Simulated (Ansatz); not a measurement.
**Carrier properties of ZnTe (F-43m)**

Here is the system:

```yaml
crystal:
  lattice:
    - [0.00000, 3.07781, 3.07781]
    - [3.07781, 0.00000, 3.07781]
    - [3.07781, 3.07781, 0.00000]
  atoms:
    - { symbol: Zn, position: [0.50000, 0.50000, 0.50000] }
    - { symbol: Te, position: [0.25000, 0.25000, 0.25000] }
```

The numbers are results of PBEsol with spin-orbit coupling, rigid bands (plane waves, PAW; Ansatz, a program for electronic structure), not measurements. Condition of this run: hydrostatic pressure -2 GPa (the target of the relaxation). How the cell was made: cell and atoms relaxed with PBEsol, then loaded as said.

```json
{
 "band_gap": "0.76 eV",
 "electron conductivity mass (300 K, dilute)": "0.076 mₑ",
 "hole conductivity mass (300 K, dilute)": "0.50 mₑ",
 "effective density of states N_c (300 K)": "4.9e17 cm⁻³",
 "effective density of states N_v (300 K)": "1.6e19 cm⁻³",
 "density_of_states_mass_electrons": "0.072 mₑ",
 "density_of_states_mass_holes": "0.75 mₑ",
 "Seebeck coefficient, n-type 1e19 cm⁻³, 300 K": "-52 μV/K",
 "best n-type power factor at 300 K for τ = 10 fs (best axis; densities from 1e16 to 1e21 cm⁻³ tried, whether or not they can be reached)": "9.4 μW/(cm·K²) at 3e20 cm⁻³",
 "Seebeck coefficient, p-type 1e19 cm⁻³, 300 K": "260 μV/K",
 "best p-type power factor at 300 K for τ = 10 fs (best axis; densities from 1e16 to 1e21 cm⁻³ tried, whether or not they can be reached)": "5.2 μW/(cm·K²) at 1e20 cm⁻³"
}
```

Rigid bands; masses and Seebeck coefficients take one relaxation time τ for all states and one kind of carrier; polarons and phonon drag are left out.
